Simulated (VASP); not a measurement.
The system is Ir.

```
Ir
1.0
     2.75138    0.00000    0.00000
    -1.37569    2.38276    0.00000
     0.00000    0.00000    4.46229
Ir
2
Direct
  0.33333 0.66667 0.25000
  0.66667 0.33333 0.75000
```

This isn't the form of Ir at room conditions, which is fcc.

Base run:

- Program: VASP 6.6.1
- Functional: TPSS
- Potentials or basis: VASP PAW PBE potentials, release 64 (Ir)
- Cutoff: 520 eV
- k mesh: 11 × 11 × 6
- Occupations: fermi-dirac, width 0.05 eV
- Spin: no spin polarisation

Its results: pressure -5.4 GPa.

Task: After a change of settings the same cell gave: pressure 2.0 GPa. Which change was it?
A. functional from TPSS to AM05
B. functional from TPSS to r2SCAN
C. functional from TPSS to SCAN
D. functional from TPSS to revPBE

Result: D.

Caveats: the PAW data sets were made with another functional, which shifts forces and pressure a little.

Runs at the PBE level aren't shown here.
